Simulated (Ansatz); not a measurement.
# Ir: stress in a strained cell

Ir is deformed so: equal xy, yz and zx engineering shear strains of -1 %. What stress and forces result, by LAPW, PAW and all-electron datasets made for the crystal?

Method: DFT PBE, scalar-relativistic, in Ansatz 0.2.0.

### 1 The starting structure

It takes space group Fm-3m (No. 225, cubic). The conventional cell has a = 3.839 Å, b = 3.839 Å, c = 3.839 Å, α = 90.00°, β = 90.00°, γ = 90.00°. Ir (site symmetry m-3m) is surrounded by 12 Ir at 2.71 Å.

Structure file:

```xyz
1
Lattice="0.0000 1.9197 1.9197 1.9197 0.0000 1.9197 1.9197 1.9197 0.0000" Properties=species:S:1:pos:R:3 pbc="T T T"
Ir    0.0000    0.0000    0.0000
```

### 2 The deformed structure

Space group Fm-3m before, R-3m after.

### 3 LAPW, all electrons

The input, input.yaml:

```yaml
crystal:
  lattice:
    - [-0.019197, 1.9101015, 1.9101015]
    - [1.9101015, -0.019197, 1.9101015]
    - [1.9101015, 1.9101015, -0.019197]
  atoms:
    - { symbol: Ir, position: [0.0, 0.0, 0.0] }
kpoints:
  mp_grid: { grid: [15, 15, 15] }
  band_path:
    path:
      - [0.0, 0.0, 0.0]
      - [0.5, 0.5, 0.5]
      - [0.2525443832, 0.5, 0.7474556168]
      - [-0.2525443832, 0.2525443832, 0.5]
      - [0.0, 0.0, 0.5]
      - [0.0, 0.0, 0.0]
      - [-0.3762721916, 0.0, 0.3762721916]
      - [0.0, 0.3762721916, 0.6237278084]
      - [0.0, 0.5, 0.5]
    npoints: 5
scf:
  occupations: { method: fermi_dirac, width: 0.05 }
hamiltonian:
  xc: pbe
  pseudopotentials: { kind: all_electron, lapw: { basis_error: 0.0005 } }
output:
  forces: true
  stress: true
  eigenvalues: true
```

Run with:

```
> ansatz run input.yaml --threads 1 --pin off --max-ram 3072MiB --backend cpu --events-out ev --progress --plain --runs-dir out
```

### 4 PAW with frozen cores

The input, input.yaml:

```yaml
crystal:
  lattice:
    - [-0.019197, 1.9101015, 1.9101015]
    - [1.9101015, -0.019197, 1.9101015]
    - [1.9101015, 1.9101015, -0.019197]
  atoms:
    - { symbol: Ir, position: [0.0, 0.0, 0.0] }
kpoints:
  mp_grid: { grid: [15, 15, 15] }
scf:
  occupations: { method: fermi_dirac, width: 0.05 }
hamiltonian:
  xc: pbe
  pseudopotentials: { kind: paw }
output:
  forces: true
  stress: true
  eigenvalues: true
  efg: { contact_densities: true }
```

### 5 Datasets made for this crystal

input.yaml, as its differences from that of step 4:

```diff
@@ -13,3 +13,3 @@
   xc: pbe
-  pseudopotentials: { kind: paw }
+  pseudopotentials: { kind: all_electron, datasets: crystal }
 output:
```

(Steps that only read results are left out.)

Q: Predict the outcome of this session. Wanted: pressure; largest shear or deviatoric stress.

As calculated:

| quantity | value |
| --- | --- |
| pressure | LAPW 8.99, PAW 9.06, crystal datasets 9.00 GPa |
| largest shear or deviatoric stress (LAPW) | 2.81 GPa |

**Reading.** The largest part of the stress beyond the pressure is 2.81 GPa in size. No run of the undeformed cell stands beside it, so the pressure holds what the given cell had before the change. PAW: stress within 0.07 GPa of LAPW. Crystal datasets: stress within 0.01 GPa of LAPW. Spin-orbit coupling is left out, though the cell holds Ir; in elements this heavy it can shift bands and gaps by tenths of an eV.
